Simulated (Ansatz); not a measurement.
Ge3N4 (P6_3/m) from a database structure, relaxed with r2SCAN in Ansatz. Space group P6_3/m (No. 176), hexagonal; a = 8.044 Å, c = 3.080 Å in the conventional setting, 12.33 Å³ an atom. Around Ge lie 4 N at 1.83–1.84 Å; around N lie 3 Ge at 1.83 Å; around N lie 3 Ge at 1.84 Å.

The axes x, y and z are those of this cell:
```yaml
crystal:
  lattice:
    - [8.04393, 0.00000, 0.00000]
    - [-4.02196, 6.96625, 0.00000]
    - [0.00000, 0.00000, 3.08006]
  atoms:
    - { symbol: Ge, position: [0.82864, 0.23494, 0.75000] }
    - { symbol: Ge, position: [0.59370, 0.82864, 0.25000] }
    - { symbol: Ge, position: [0.23494, 0.40630, 0.25000] }
    - { symbol: Ge, position: [0.76506, 0.59370, 0.75000] }
    - { symbol: Ge, position: [0.40630, 0.17136, 0.75000] }
    - { symbol: Ge, position: [0.17136, 0.76506, 0.25000] }
    - { symbol: N, position: [0.66667, 0.33333, 0.75000] }
    - { symbol: N, position: [0.33333, 0.66667, 0.25000] }
    - { symbol: N, position: [0.66939, 0.97221, 0.75000] }
    - { symbol: N, position: [0.69718, 0.66939, 0.25000] }
    - { symbol: N, position: [0.97221, 0.30282, 0.25000] }
    - { symbol: N, position: [0.02779, 0.69718, 0.75000] }
    - { symbol: N, position: [0.33061, 0.02779, 0.25000] }
    - { symbol: N, position: [0.30282, 0.33061, 0.75000] }
```

Unstrained: PBE gives a direct gap of 2.193 eV at Γ. r2SCAN gives a direct gap of 2.666 eV at Γ. HSE06 gives a direct gap of 3.701 eV at Γ. Meshes: PBE 6×6×8, r2SCAN 6×6×8, HSE06 3×3×6. Strains are changes of length per length. After each strain the atoms were relaxed again with r2SCAN in this cell and within any symmetry left, so distortions that break it or need a larger cell weren't tested; points keep the names that they have in the unstrained zone. Spin-unpolarised throughout; all numbers are computed.

(1) Apply uniaxial -3.0 % along z, other directions held. How far does the gap move, against the unstrained cell?

(2) Apply uniaxial +2.0 % along z, other directions held. How far does the gap move, against the unstrained cell?

(3) Estimate what uniaxial +1.0 % along z, other directions held does to the gap.

(4) Estimate what uniaxial -1.0 % along z, other directions held does to the gap.

(5) Estimate what uniaxial -2.0 % along z, other directions held does to the gap.

(6) Estimate what uniaxial +3.0 % along z, other directions held does to the gap.

(7) Order the strained cells by their HSE06 gap, smallest first.
A. uniaxial -3.0 % along z, other directions held
B. uniaxial -2.0 % along z, other directions held
C. uniaxial +1.0 % along z, other directions held
D. uniaxial +2.0 % along z, other directions held
E. uniaxial +3.0 % along z, other directions held
F. uniaxial -1.0 % along z, other directions held

Results:

(1) PBE: the gap goes from 2.193 to 2.380 eV (+0.187 eV). r2SCAN: the gap goes from 2.666 to 2.864 eV (+0.197 eV). HSE06: the gap goes from 3.701 to 3.901 eV (+0.200 eV). The r2SCAN energy rises by 16.0 meV an atom.

(2) PBE: the gap goes from 2.193 to 1.984 eV (-0.209 eV); it turns from direct (Γ) to indirect (Γ–A (0.28) → Γ). r2SCAN: the gap goes from 2.666 to 2.447 eV (-0.219 eV). HSE06: the gap goes from 3.701 to 3.477 eV (-0.225 eV). The r2SCAN energy rises by 6.4 meV an atom.

(3) PBE: the gap goes from 2.193 to 2.112 eV (-0.081 eV). r2SCAN: the gap goes from 2.666 to 2.581 eV (-0.085 eV). HSE06: the gap goes from 3.701 to 3.615 eV (-0.087 eV). The r2SCAN energy rises by 1.6 meV an atom.

(4) PBE: the gap goes from 2.193 to 2.264 eV (+0.071 eV). r2SCAN: the gap goes from 2.666 to 2.741 eV (+0.075 eV). HSE06: the gap goes from 3.701 to 3.778 eV (+0.076 eV). The r2SCAN energy rises by 1.7 meV an atom.

(5) PBE: the gap goes from 2.193 to 2.327 eV (+0.134 eV). r2SCAN: the gap goes from 2.666 to 2.808 eV (+0.142 eV). HSE06: the gap goes from 3.701 to 3.845 eV (+0.144 eV). The r2SCAN energy rises by 7.0 meV an atom.

(6) PBE: the gap goes from 2.193 to 1.847 eV (-0.346 eV); it turns from direct (Γ) to indirect (Γ–A (0.31) → Γ). r2SCAN: the gap goes from 2.666 to 2.304 eV (-0.363 eV). HSE06: the gap goes from 3.701 to 3.330 eV (-0.372 eV). The r2SCAN energy rises by 14.2 meV an atom.

(7) E (3.33 eV), D (3.48 eV), C (3.61 eV), F (3.78 eV), B (3.85 eV), A (3.90 eV).

The runs are scalar-relativistic, without spin-orbit coupling.

Where an edge lies off the special points, it is a point of the mesh or the k point where a search put PBE's edge or least direct gap, reused for the other functionals, whose own edges may lie a little apart.

The meshes of the hybrids are coarse, so their gaps aren't converged to the digits shown.
